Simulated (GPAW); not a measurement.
## GaAs (F-43m): G0W0 on several meshes in GPAW

Aim: the GW shift of GaAs (F-43m) against the k mesh.

Main program and level: GPAW 26.7.0; PBE and many-body steps on it, plane waves.

Report form: the programs' logs are mostly left out.

**1. Set-up**

It takes space group F-43m (No. 216, cubic). The conventional cell has a = 5.654 Å, b = 5.654 Å, c = 5.654 Å, α = 90.00°, β = 90.00°, γ = 90.00°. Nearest to Ga lie 4 As at 2.45 Å. Nearest to As lie 4 Ga at 2.45 Å. Farther neighbours are not listed.

Structure file:

```cif
data_structure
_symmetry_space_group_name_H-M 'F-43m'
_symmetry_Int_Tables_number 216
_cell_length_a 5.6537
_cell_length_b 5.6537
_cell_length_c 5.6537
_cell_angle_alpha 90.000
_cell_angle_beta 90.000
_cell_angle_gamma 90.000
_cell_volume 180.72
loop_
_atom_site_label
_atom_site_type_symbol
_atom_site_symmetry_multiplicity
_atom_site_Wyckoff_symbol
_atom_site_fract_x
_atom_site_fract_y
_atom_site_fract_z
_atom_site_occupancy
Ga1 Ga 4 a 0.00000 0.00000 0.00000 1
As1 As 4 d 0.25000 0.25000 0.75000 1
```

The cell and positions come from the Crystallography Open Database and are kept as given unless a step says otherwise.

**2. Empty states on the mesh, 6×6×6 mesh, 681 bands**

This step: GPAW 26.7.0; DFT, PBE, plane waves, PAW.

The sums over transitions need many empty states on a uniform mesh; this step solves for them.

File run.py:

```python
import json
import numpy as np
from gpaw.mpi import world
from gpaw import GPAW

calc = GPAW('gs.gpw').fixed_density(kpts={'size': (6, 6, 6), 'gamma': True},
    parallel={'domain': 1, 'band': 1},
    txt='nscf.txt')
calc.diagonalize_full_hamiltonian(nbands=681)
calc.write('full.gpw', mode='all')
res = {}
kpts = calc.get_ibz_k_points()
res['kpts'] = kpts
res['eigenvalues'] = [calc.get_eigenvalues(kpt=k) for k in range(len(kpts))]
res['n_electrons'] = calc.get_number_of_electrons()

if world.rank == 0:
    with open('result.json', 'w') as f:
        json.dump(res, f, default=lambda x: x.tolist())
```

Command:

```
> mpirun -n 4 gpaw python run.py
```

Wall time 7.6 s (4 MPI ranks of Arm Neoverse V2, shared host); peak memory 1 GiB.

This step gave:

```
gap                                                           : 0.5868 eV
k of the valence top                                          : 0, 0, 0
k of the conduction bottom                                    : 0, 0, 0
least direct gap                                              : 0.5868 eV
k points computed                                             : 16
lowest point of the top converged band, above the valence top : 338.3025 eV
```

On this mesh the gap is 0.587 eV.

**3. 6×6×6**

Now the one-shot GW correction: screening in the RPA, then the self-energy of the levels asked for.

This step: G0W0 on PBE, plane waves, PAW.

File run.py:

```python
import json
import numpy as np
from gpaw.mpi import world
from gpaw.response.g0w0 import G0W0

gw = G0W0('full.gpw',
    filename='gw',
    kpts=[0],
    bands=(2, 6),
    ecut=210,
    nbands=312,
    integrate_gamma='WS',
    ppa=True)
gw.calculate()
res = {mode: {k: v for k, v in r.items() if k != 'sigma_eskwn'}
       for mode, r in gw.all_results.items()}

if world.rank == 0:
    with open('result.json', 'w') as f:
        json.dump(res, f, default=lambda x: x.tolist())
```

Command:

```
> mpirun -n 4 gpaw python run.py
```

The job ended after 3.9 min (4 MPI ranks; peak memory 1.3 GiB).

This step gave:

* G0W0 gap on the points computed: 1.721 eV
* least direct G0W0 gap on the computed points: 1.721 eV
* Z at the valence top: 0.7830
* Z at the conduction bottom: 0.7927
* starting gap on the mesh: 0.5868 eV
* k of the valence top: 0, 0, 0
* k of the conduction bottom: 0, 0, 0

The gap on the mesh goes from 0.59 eV to 1.72 eV, a correction of +1.13 eV.

**4. Empty states on the mesh, 4×4×4 mesh, 322 bands**

This step: DFT, PBE, plane waves, PAW.

File run.py:

```python
import json
import numpy as np
from gpaw.mpi import world
from gpaw import GPAW

calc = GPAW('gs.gpw').fixed_density(kpts={'size': (4, 4, 4), 'gamma': True},
    parallel={'domain': 1, 'band': 1},
    txt='nscf.txt')
calc.diagonalize_full_hamiltonian(nbands=322)
calc.write('full.gpw', mode='all')
res = {}
kpts = calc.get_ibz_k_points()
res['kpts'] = kpts
res['eigenvalues'] = [calc.get_eigenvalues(kpt=k) for k in range(len(kpts))]
res['n_electrons'] = calc.get_number_of_electrons()

if world.rank == 0:
    with open('result.json', 'w') as f:
        json.dump(res, f, default=lambda x: x.tolist())
```

Command:

```
> mpirun -n 4 gpaw python run.py
```

The job ended after 4.5 s (4 MPI ranks; peak memory 0.92 GiB; 17 s of CPU time).

Numbers from this step:

```yaml
gap: 0.5868 eV
k_of_the_valence_top: 0, 0, 0
k_of_the_conduction_bottom: 0, 0, 0
least_direct_gap: 0.5868 eV
k_points_computed: 8
lowest_point_of_the_top_converged_band_above_the_valence_top: 197.6107 eV
```

On this mesh the gap is 0.587 eV.

**5. 4×4×4**

This step: G0W0 on PBE, plane waves, PAW.

File run.py:

```python
import json
import numpy as np
from gpaw.mpi import world
from gpaw.response.g0w0 import G0W0

gw = G0W0('full.gpw',
    filename='gw',
    kpts=[0],
    bands=(2, 6),
    ecut=210,
    nbands=312,
    integrate_gamma='WS',
    ppa=True)
gw.calculate()
res = {mode: {k: v for k, v in r.items() if k != 'sigma_eskwn'}
       for mode, r in gw.all_results.items()}

if world.rank == 0:
    with open('result.json', 'w') as f:
        json.dump(res, f, default=lambda x: x.tolist())
```

Command:

```
> mpirun -n 4 gpaw python run.py
```

Wall time 62 s (4 MPI ranks); peak memory 1.2 GiB.

Numbers from this step:

```yaml
g0w0_gap_on_the_points_computed: 1.775 eV
least_direct_g0w0_gap_on_the_computed_points: 1.775 eV
z_at_the_valence_top: 0.7853
z_at_the_conduction_bottom: 0.7935
starting_gap_on_the_mesh: 0.5868 eV
k_of_the_valence_top: 0, 0, 0
k_of_the_conduction_bottom: 0, 0, 0
```

Against G0W0 in GPAW (6×6×6 mesh, 312 bands, screening to 210 eV, Godby-Needs plasmon pole), the gap moves by +0.054 eV.

**6. The runs together**

Times are wall times on 4 MPI ranks of Arm Neoverse V2, shared host, good to a factor of about two.

| run | mesh | bands | screening cutoff (eV) | DFT gap (eV) | gap on the mesh (eV) | direct (eV) | time |
| --- | --- | --- | --- | --- | --- | --- | --- |
| 6×6×6 | 6×6×6 | 312 | 210 | 0.587 | 1.721 | 1.721 | 3.9 min |
| 4×4×4 | 4×4×4 | 312 | 210 | 0.587 | 1.775 | 1.775 | 62 s |

**7. Summary of results**

```json
{"6×6×6": "1.721 eV", "4×4×4": "1.775 eV", "known limits": "not at the basis limit; no spin-orbit coupling; coarse k mesh"}
```

In words: 4×4×4: +0.054 eV against 6×6×6. Bands and cutoff are finite, so the gap is not at the basis limit. The miss can reach some tenths of an eV and take either sign; the mesh is an error of its own. These stock PAW sets were not made for GW; the filled d or f shell of As and Ga lies in the frozen core, which bears on start and correction. In the G0W0 runs levels were corrected at 1 k point alone, so a gap called «on the mesh» is the least over those, and an edge elsewhere would be missed. The 6×6×6 mesh is coarse for this cell, which bears on the long-range parts of exchange and screening. The many-body steps are scalar-relativistic: spin-orbit coupling is not in them.

[Paths, hosts, dates, memory and timing lines, banners, echoed tables and standing remarks are left out of the program output.]

[Logs are printed without paths, hosts, clocks, repeated set-up lines and the standing remarks that a program may print on its own settings, such as how far it seeks lower states.]

[Runs of the session that timed out or met a known fault of the program may be left out.]

[Hosts, paths, dates, database ids (printed as entryN), source tags and the programs' standing remarks are cut or masked in the printed files.]
